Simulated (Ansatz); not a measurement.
A plane-wave DFT run in Ansatz 0.2.0 (scalar-relativistic PAW potentials unless the input names others): input and command.

```yaml
crystal:
  lattice:
    - [3.7861401131, 0.0, 0.0]
    - [-1.8930700566, 3.2788935202, 0.0]
    - [0.0, 0.0, 24.7626352142]
  atoms:
    - { symbol: Zn, position: [0.0, 0.0, 0.0001428182] }
    - { symbol: S, position: [0.0, 0.0, 0.0937731723] }
    - { symbol: Zn, position: [0.3333333333, 0.6666666667, 0.1250184934] }
    - { symbol: S, position: [0.3333333333, 0.6666666667, 0.2186870399] }
    - { symbol: Zn, position: [0.6666666667, 0.3333333333, 0.2499269573] }
    - { symbol: S, position: [0.6666666667, 0.3333333333, 0.3435859289] }
    - { symbol: Zn, position: [0.0, 0.0, 0.3750140669] }
    - { symbol: S, position: [0.0, 0.0, 0.468851523] }
    - { symbol: Zn, position: [0.6666666667, 0.3333333333, 0.5001428182] }
    - { symbol: S, position: [0.6666666667, 0.3333333333, 0.5937731723] }
    - { symbol: Zn, position: [0.3333333333, 0.6666666667, 0.6250184934] }
    - { symbol: S, position: [0.3333333333, 0.6666666667, 0.7186870399] }
    - { symbol: Zn, position: [0.0, 0.0, 0.7499269573] }
    - { symbol: S, position: [0.0, 0.0, 0.8435859289] }
    - { symbol: Zn, position: [0.6666666667, 0.3333333333, 0.8750140669] }
    - { symbol: S, position: [0.6666666667, 0.3333333333, 0.968851523] }
basis:
  ecutwfc: 420
kpoints:
  mp_grid: { grid: [12, 12, 2] }
hamiltonian:
  xc: revpbe
scf:
  occupations: { method: gaussian, width: 0.02 }
output:
  forces: true
  eigenvalues: true
  stress: true
```

```bash
ansatz run input.yaml --threads 1 --pin off --max-ram 2560MiB --backend cpu --events-out ev --progress --plain --runs-dir out
```

Abridged log:
```
Pseudopotentials: kind: paw
Pseudopotential: Zn, paw, valence charge 12, recommended cutoff 420 eV (normal)
Pseudopotential: S, paw, valence charge 6, recommended cutoff 420 eV (normal)
Functional definition: revPBE
Crystal: 16 atoms, lattice volume = 307.412 Å³
Basis set: ecut = 420 eV, 6047 PW (Γ), exchange–correlation on 54×54×360 points (8 copies of the dense FFT grid, shifted against one another)
Bands: 88, of which v1, the nominal top of the filled ones, is band 72 counted from 1 (71 counted from 0)
Symmetry: 12 space group operations
Space group: P63mc (ITA 186), of the structure as read, at distance tolerance 6.7e-5 Å
k-points: 38 of 288
Initial density: superposition of atomic densities (neutral atoms: chi_scale 0, normalization atom), corrected by the library's trained network
Initial wavefunctions: pseudopotential atomic-orbital guess
Functional: x = revpbe(κ = 1.245, μ = 0.21951497), c = pbe(β = 0.06672455)
SCF iter   1: F=—  HF=-33832.294030 eV  |F-HF|=—  |Δ(HF+E_count)|=         —  Δρ=2.73e-3  dr2=1.21e-2  ethr=1.77e-3  ⟨swp⟩=7.7  Hψ=14284  notcnv=0  defer=58
SCF iter   2: F=—  HF=-33832.294169 eV  |F-HF|=—  |Δ(HF+E_count)|=   1.39e-4  Δρ=9.99e-4  dr2=2.72e-3  ethr=8.39e-6  ⟨swp⟩=2.1  Hψ=6773  notcnv=0  defer=354
SCF iter   3: F=—  HF=-33832.293974 eV  |F-HF|=—  |Δ(HF+E_count)|=   1.95e-4  Δρ=6.68e-4  dr2=1.18e-3  ethr=1.89e-6  ⟨swp⟩=2.0  Hψ=5228  notcnv=0  defer=164
automatic band count: iteration 3 solves 83 bands in place of 88: the levels show a gap, and the empty bands left out lie too high to hold charge; the band table lists the bands solved (type scf.n_extra_bands for more)
SCF iter   4: F=—  HF=-33832.294683 eV  |F-HF|=—  |Δ(HF+E_count)|=   7.09e-4  Δρ=1.62e-4  dr2=1.12e-4  ethr=8.21e-7  ⟨swp⟩=2.2  Hψ=3964  notcnv=0  defer=164
SCF iter   5: F=—  HF=-33832.294784 eV  |F-HF|=—  |Δ(HF+E_count)|=   1.01e-4  Δρ=4.11e-5  dr2=6.56e-6  ethr=7.78e-8  ⟨swp⟩=2.0  Hψ=5726  notcnv=0  defer=164
SCF iter   6: F=—  HF=-33832.294565 eV  |F-HF|=—  |Δ(HF+E_count)|=   2.19e-4  Δρ=1.22e-5  dr2=5.57e-7  ethr=4.56e-9  ⟨swp⟩=2.0  Hψ=5726  notcnv=0  defer=164
SCF iter   7: F=—  HF=-33832.294567 eV  |F-HF|=—  |Δ(HF+E_count)|=   1.80e-6  Δρ=1.13e-5  dr2=2.35e-7  ethr=6.94e-11  ⟨swp⟩=10.6  Hψ=16068  notcnv=0
SCF iter   8: F=-33832.294567 eV  HF=-33832.294567 eV  |F-HF|=5.02e-8  |Δ(HF+E_count)|=   6.10e-8  Δρ=3.56e-6  dr2=2.78e-8  ethr=6.94e-11  ⟨swp⟩=4.2  Hψ=11328  notcnv=0
SCF 1 converged in 8 iterations: F = -33832.294567 eV  dr2 = 2.78e-8
SCF converged after 8 iterations
Free energy (F): -33832.294567 eV
Harris-Foulkes:  -33832.294567 eV  (|F-HF|=5.02e-8)
Internal energy: -33832.294567 eV  (E = F + TS)
E sigma→0 (E₀):  -33832.294567 eV
Fermi energy:    7.404724 eV
--- Forces (eV/Å), atoms counted from 1 ---
  atom   1  Zn     0.00000000     0.00000000     0.00016206
  atom   2  S      0.00000000     0.00000000     0.00095631
  atom   3  Zn     0.00000000     0.00000000     0.00028824
  atom   4  S      0.00000000     0.00000000    -0.00022971
  atom   5  Zn     0.00000000     0.00000000     0.00011405
  atom   6  S      0.00000000     0.00000000    -0.00176526
  atom   7  Zn     0.00000000     0.00000000     0.00457854
  atom   8  S      0.00000000     0.00000000    -0.00411203
  atom   9  Zn     0.00000000     0.00000000     0.00016206
  atom  10  S      0.00000000     0.00000000     0.00095631
  atom  11  Zn     0.00000000     0.00000000     0.00028824
  atom  12  S      0.00000000     0.00000000    -0.00022971
  atom  13  Zn     0.00000000     0.00000000     0.00011405
  atom  14  S      0.00000000     0.00000000    -0.00176526
  atom  15  Zn     0.00000000     0.00000000     0.00457854
  atom  16  S      0.00000000     0.00000000    -0.00411203
--- Stress (GPa, compression-positive) ---
        5.699523       0.000000       0.000000
        0.000000       5.699523       0.000000
        0.000000       0.000000       5.703192
  P = ⅓ Tr σ = 5.7007 GPa (57.007 kbar)
```

Apart from outputs, empty bands and the relaxation, which only the reference makes, the input differs from a reference run on usual settings in hamiltonian.xc: "pbesol" → "revpbe". The reference, at the same geometry, ended its own course with pressure 0.00 GPa, largest force 0.000 eV/Å, gap on the mesh 2.10 eV. This run converged in 8 SCF iterations with a total energy on another zero, pressure 5.70 GPa, largest force 0.005 eV/Å, gap on the mesh 2.37 eV.

Time: 2.7 min on 1 thread of Intel(R) Xeon(R) Processor @ 2.50GHz (Skylake/Cascade Lake), with other jobs on the host, peak memory 0.98 GiB.